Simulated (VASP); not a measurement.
# BAs (F-43m) in VASP: notebook, part 2 of 2

VASP 6.6.1. The steps go on from the part before.

### 3 Relaxation of cell and atoms, PBE

This run uses another cell than the first one, of 14.02 Å³/atom, 1.029 times its volume.

Contents of INCAR:

```
SYSTEM = BAs
PREC     = Accurate       ! precision mode
ENCUT    = 520            ! plane-wave cutoff, eV
EDIFF    = 1E-7           ! SCF threshold, eV
ISMEAR   = 0              ! smearing method
SIGMA    = 0.02           ! smearing width, eV
LREAL    = .False.        ! projectors in reciprocal space
LASPH    = .True.         ! aspherical terms in the spheres
NELM     = 60             ! most SCF steps
ALGO     = Normal         ! electronic algorithm
ISIF     = 3              ! what is computed and relaxed
LWAVE    = .False.        ! write WAVECAR
LCHARG   = .False.        ! write CHGCAR
GGA      = PE             ! functional
IBRION   = 2              ! ionic algorithm
NSW      = 80             ! ionic steps
EDIFFG   = -0.002         ! ionic threshold
```

Contents of KPOINTS:

```
Automatic mesh
0
Gamma
  4 4 4
  0 0 0
```

Contents of POSCAR:

```
BAs                                     
1.0
    0.0000000000      2.4115752086      2.4115752086
    2.4115752086      0.0000000000      2.4115752086
    2.4115752086      2.4115752086      0.0000000000
  B               As            
     1     1
Direct
     0.0000000000000000    0.0000000000000000    0.0000000000000000
     0.2500000000000000    0.2500000000000000    0.2500000000000000
```

Potentials or basis: VASP PAW PBE potentials, release 64 (B, As).

On the command line:

```sh
$ cat potpaw_PBE.64/B/POTCAR potpaw_PBE.64/As/POTCAR > POTCAR
$ mpirun -np 1 vasp_std > vasp.out
```

OUTCAR:

```text
SYSTEM = BAs
   PREC = Accurate
   ENCUT = 520
   EDIFF = 1E-7
   ISMEAR = 0
   LREAL = .False.
   LASPH = .True.
   NELM = 60
   ISIF = 3
   GGA = PE
   IBRION = 2
   NSW = 80
   EDIFFG = -0.002

 ion  position               nearest neighbor table
   1  0.000  0.000  0.000-   2 2.09   2 2.09   2 2.09   2 2.09
   2  0.250  0.250  0.250-   1 2.09   1 2.09   1 2.09   1 2.09

  LATTYP: Found a face centered cubic cell.
 ALAT       =     4.8231504172

  Lattice vectors:

 A1 = (   0.0000000000,   2.4115752086,   2.4115752086)
 A2 = (   2.4115752086,   0.0000000000,   2.4115752086)
 A3 = (   2.4115752086,   2.4115752086,   0.0000000000)

Analysis of symmetry for initial positions (statically):
=====================================================================
 Subroutine PRICEL returns:
 Original cell was already a primitive cell.

 Routine SETGRP: Setting up the symmetry group for a
 face centered cubic supercell.

[... 154 lines left out ...]
 val. band max:        5.8508531713   @ k =   0.0000   0.0000   0.0000
 cond. band min:       7.2980074976   @ k =   0.5000   0.5000   0.0000
 fundamental gap:      1.4471543263
 Fermi energy:         5.9610951307

 k-point     1 :       0.0000    0.0000    0.0000
  band No.  band energies     occupation
      1      -9.3014      2.00000
      2       5.8509      2.00000
      3       5.8509      2.00000
      4       5.8509      2.00000
      5       9.0759      0.00000
      6       9.0759      0.00000
      7       9.0759      0.00000
      8      10.1774      0.00000
[... 67 lines left out ...]
 k-point     8 :      -0.2500    0.5000    0.2500
  band No.  band energies     occupation
      1      -5.1120      2.00000
      2      -2.0873      2.00000
      3       0.5220      2.00000
      4       0.8106      2.00000
      5      11.0804      0.00000
      6      11.6277      0.00000
      7      12.5743      0.00000
      8      12.6929      0.00000

------------------------ aborting loop because EDIFF is reached ----------------------------------------

  FORCE on cell =-STRESS in cart. coord.  units (eV):
  Direction    XX          YY          ZZ          XY          YZ          ZX
  --------------------------------------------------------------------------------------
  -------------------------------------------------------------------------------------
  Total        0.0005326      0.0005326      0.0005326      0.0000000      0.0000000     -0.0000000
  in kB        0.0304225      0.0304225      0.0304225      0.0000000      0.0000000     -0.0000000
  external PRESSURE =       0.0304225 kB  Pullay stress =       0.0000000 kB

 VOLUME and BASIS-vectors are now :
 -----------------------------------------------------------------------------
  energy-cutoff  :      520.00
  volume of cell :       28.05
      direct lattice vectors                 reciprocal lattice vectors
     0.000000000  2.411575209  2.411575209    -0.207333364  0.207333364  0.207333364
     2.411575209  0.000000000  2.411575209     0.207333364 -0.207333364  0.207333364
     2.411575209  2.411575209  0.000000000     0.207333364  0.207333364 -0.207333364

 POSITION                                       TOTAL-FORCE (eV/Angst)
 -----------------------------------------------------------------------------------
      0.00000      0.00000      0.00000         0.000000      0.000000      0.000000
      1.20579      1.20579      1.20579        -0.000000     -0.000000     -0.000000
 -----------------------------------------------------------------------------------
    total drift:                               -0.000000     -0.000000     -0.000000

  FREE ENERGIE OF THE ION-ELECTRON SYSTEM (eV)
  ---------------------------------------------------
  free  energy   TOTEN  =       -11.2377305070 eV

  energy  without entropy=      -11.2377305070  energy(sigma->0) =      -11.23773051

 reached required accuracy - stopping structural energy minimisation
```

OSZICAR:

```text
N       E                     dE             d eps       ncg     rms          rms(c)
DAV:   1     0.190079041395E+02    0.19008E+02   -0.36919E+03   128   0.845E+02
DAV:   2    -0.112930421607E+02   -0.30301E+02   -0.29353E+02   192   0.113E+02
DAV:   3    -0.118542800918E+02   -0.56124E+00   -0.56124E+00   152   0.198E+01
DAV:   4    -0.118552233531E+02   -0.94326E-03   -0.94326E-03   176   0.895E-01
DAV:   5    -0.118552240970E+02   -0.74392E-06   -0.74364E-06   136   0.175E-02    0.480E+00
DAV:   6    -0.113007077570E+02    0.55452E+00   -0.18482E+00   136   0.691E+00    0.236E+00
DAV:   7    -0.112440298151E+02    0.56678E-01   -0.18375E-01   160   0.264E+00    0.963E-01
DAV:   8    -0.112370671994E+02    0.69626E-02   -0.23663E-02   136   0.109E+00    0.115E-01
DAV:   9    -0.112374842389E+02   -0.41704E-03   -0.68915E-04   136   0.207E-01    0.671E-02
DAV:  10    -0.112377247084E+02   -0.24047E-03   -0.36394E-04   152   0.142E-01    0.166E-02
DAV:  11    -0.112377305727E+02   -0.58642E-05   -0.11453E-05   184   0.268E-02    0.132E-02
DAV:  12    -0.112377304527E+02    0.11997E-06   -0.28591E-06   136   0.122E-02    0.264E-03
DAV:  13    -0.112377305070E+02   -0.54348E-07   -0.79206E-08   112   0.225E-03
   1 F= -.11237731E+02 E0= -.11237731E+02  d E =-.112377E+02
```

Wall time 2.9 s (1 thread of Intel Xeon 6975P-C (Granite Rapids), shared host); peak memory 0.15 GiB.

Results:

```yaml
Free_energy: -11.2377 eV
Pressure_after_relaxing: 0.0 GPa
Band_gap_on_the_k_mesh: 1.45 eV, indirect (least direct gap 3.23 eV)
```

Final structure:
```
B As
1.0
     0.00000    2.41158    2.41158
     2.41158    0.00000    2.41158
     2.41158    2.41158    0.00000
B As
1 1
Direct
  0.00000 0.00000 0.00000
  0.25000 0.25000 0.25000
```

Levels at points of the mesh, in eV from the valence-band top:
| k point | band 1 | band 2 | band 3 | band 4 | band 5 | band 6 | band 7 | band 8 |
| --- | --- | --- | --- | --- | --- | --- | --- | --- |
| (0.00, 0.00, 0.00) | -15.15 | 0.00 | 0.00 | 0.00 | 3.23 | 3.23 | 3.23 | 4.33 |
| (0.50, 0.00, 0.00) | -12.38 | -8.59 | -1.78 | -1.78 | 2.52 | 4.73 | 4.73 | 8.80 |
| (0.50, 0.50, 0.00) | -11.11 | -8.38 | -3.97 | -3.97 | 1.45 | 1.45 | 11.09 | 11.09 |

Caveat: the k mesh is coarse (spacing up to 0.56 Å⁻¹), so the values aren't converged; the relaxation stopped at its first step, so nothing moved. A k mesh can miss the band edges.
